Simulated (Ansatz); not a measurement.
# Mg (simple hexagonal type): how the settings move a single-point run

How sensitive is a single-point run of Mg (simple hexagonal type) to its settings? A reference run comes first, then one run with altered input.

Computed with Ansatz 0.2.0 (reference: DFT, PBE, PAW with Ansatz's default frozen-core files, scalar-relativistic, unless a step's input says otherwise).

## Step 1: Starting point

It takes space group P6/mmm (No. 191, hexagonal). Conventional cell: a = 2.401 Å, b = 2.401 Å, c = 2.212 Å, α = 90.00°, β = 90.00°, γ = 120.00°. Around Mg (site symmetry 6/mmm) lie 8 Mg at 2.21 to 2.40 Å.

Structure file:

```cif
data_structure
_symmetry_space_group_name_H-M 'P6/mmm'
_symmetry_Int_Tables_number 191
_cell_length_a 2.4013
_cell_length_b 2.4013
_cell_length_c 2.2117
_cell_angle_alpha 90.000
_cell_angle_beta 90.000
_cell_angle_gamma 120.000
_cell_volume 11.04
loop_
_atom_site_label
_atom_site_type_symbol
_atom_site_symmetry_multiplicity
_atom_site_Wyckoff_symbol
_atom_site_fract_x
_atom_site_fract_y
_atom_site_fract_z
_atom_site_occupancy
Mg1 Mg 1 a 0.00000 0.00000 0.00000 1
```

## Step 2: Baseline

input.yaml

```yaml
crystal:
  lattice:
    - [2.4013257785, 0.0, 0.0]
    - [-1.2006628893, 2.0796091269, 0.0]
    - [0.0, 0.0, 2.2117096066]
  atoms:
    - { symbol: Mg, position: [0.0, 0.0, 0.0] }
kpoints:
  mp_grid: { grid: [14, 14, 13] }
  band_path:
    path:
      - [0.0, 0.0, 0.0]
      - [0.5, 0.0, 0.0]
      - [0.3333333333, 0.3333333333, 0.0]
      - [0.0, 0.0, 0.0]
      - [0.0, 0.0, 0.5]
      - [0.5, 0.0, 0.5]
      - [0.3333333333, 0.3333333333, 0.5]
      - [0.0, 0.0, 0.5]
      - [0.5, 0.0, 0.5]
    npoints: 8
scf:
  occupations: { method: fermi_dirac, width: 0.1 }
hamiltonian:
  xc: pbe
  pseudopotentials: { kind: paw }
output:
  forces: true
  stress: true
  eigenvalues: true
  populations: true
  dos: { projected: true, de: 0.2, e_range: [-14, 8] }
  write_density: true
  write_potential: true
  elf: true
  volumetric_format: npy
```

Started as:

```console
$ ansatz run input.yaml --threads 1 --pin off --max-ram 2048MiB --backend cpu --events-out ev --progress --plain --runs-dir out
```

## Step 3: Changing settings: mp_grid.grid [5, 5, 4]

Edit input.yaml of step 2 so:

```diff
@@ -8,3 +8,3 @@
 kpoints:
-  mp_grid: { grid: [14, 14, 13] }
+  mp_grid: { grid: [5, 5, 4] }
   band_path:
@@ -31,6 +31 @@
   populations: true
-  dos: { projected: true, de: 0.2, e_range: [-14, 8] }
-  write_density: true
-  write_potential: true
-  elf: true
-  volumetric_format: npy
```

**Question.** What will these runs give? Wanted: for each run, ending; energy change; pressure; gap; force.

**Answer**, as computed:

| run | ending | energy change | pressure (GPa) | gap (eV) | force (eV/Å) | cycles | time |
| --- | --- | --- | --- | --- | --- | --- | --- |
| reference | converged | 0 | 108.5 | 0.00 | 0.00 | 6 | 1.6 s |
| 1: mp_grid.grid [5, 5, 4] | converged | +44.8 meV/atom | 109.4 | 0.00 | 0.00 | 6 | 0.56 s |

Times don't compare one to one where runs were asked for different outputs or read a saved state (see the inputs); cycles may leave out searches for a lower state.

Residual by cycle in the longest SCF loop of each run; runs are numbered as in the table. The quantity is the density residual dr2, in eV.

| cycle | reference | run 1 |
| --- | --- | --- |
| 1 | 2.3e-4 | 0.00246 |
| 2 | 4.1e-5 | 4.8e-4 |
| 3 | 3.8e-7 | 2.8e-7 |
| 4 | 2.5e-8 | 1.0e-7 |
| 5 | 7.5e-11 | 3.8e-9 |
| 6 | 5.1e-13 | 1.4e-11 |

What this shows: Changing the k-point mesh moves the energy by +44.8 meV/atom, and the pressure goes from 108.5 to 109.4 GPa. The energy is not variational in the mesh, so the sign tells nothing. The structure is not at rest: the sound run finds 108 GPa, so these are no properties of the relaxed crystal. 
